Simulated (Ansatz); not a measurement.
**Defect calculation, host ZnSe**

These are results of DFT PBE, scalar-relativistic, plane waves, PAW (Ansatz), not measurements. (420 eV cutoff, 2×2×2 k-mesh, shifted by half a step, Gaussian smearing of 0.01 eV, collinear spin in charge -1 alone)

Host crystal, relaxed:

```
CELL_PARAMETERS angstrom
0.00000 2.86588 2.86588
2.86588 0.00000 2.86588
2.86588 2.86588 0.00000
ATOMIC_POSITIONS crystal
Zn 0.00000 0.00000 0.00000
Se 0.75000 0.75000 0.75000
```

Supercell of 32 atoms, rows in host cell vectors: 1 -3 1; -3 1 1; 1 1 -3. Atoms relax at the host's cell, keeping the symmetry that the supercell leaves at the site. The cell is small, so energies carry finite-size errors of tenths of an eV. The host's Kohn–Sham gap is 1.15 eV. Atoms are taken from and returned to the elements' standard states. Charged cells are corrected for image charges with the computed static dielectric tensor (mean 10.8) and aligned with the host's potential at far atoms (alignment terms reach 0.80 eV; the program doubts the alignment in some charges, where it is up to 0.80 eV). No band-filling term is added, and the Fermi level counts from the host's valence band top.

The defect is an interstitial at (0.250, 0.250, 0.250) of the host cell.

```tsv
charge	E_f at the valence band top (eV)	over the neutral state (eV)	moment (μB)	largest move (Å)	atoms near the site
0	4.32	0.00	0.00	0.22	4 Zn at 2.51 Å, 6 Se at 3.08 Å
-1	5.25	0.93	1.00	0.26	4 Zn at 2.47 Å
-2	6.69	2.37	0.00	0.31	4 Zn at 2.42 Å
```

Among the charges computed the stable one is 0 at the valence band top, changing to -1 at 0.93 eV. In charge -2 the extra carrier would gain by moving to a band edge of the host, so it isn't bound in the gap, though by less than the errors named above. In charge 0, -1 the cell has partly filled bands: a level of the defect may be part filled, the carrier may sit in the host's bands, or levels may cross between the k points, so transitions that involve it are doubtful. Without the alignment that the program doubts, the level (0/-1) would lie at 1.30 eV, outside the gap, so these runs don't decide whether the defect changes charge there. Other sites of the defect weren't tried.

Problem. Which element is it? Judge by the nearest distance in charge 0 and covalent radii.
A. Zr
B. W
C. Se
D. Mo
E. Ba

Solution. C. The nearest neighbour is Zn at 2.51 Å, and the summed covalent radii with Zn are 3.37 Å for Ba, 2.76 Å for Mo, 2.42 Å for Se, 2.84 Å for W, 2.97 Å for Zr, so Se fits best. Bonds can miss such sums by a tenth of an ångström or more.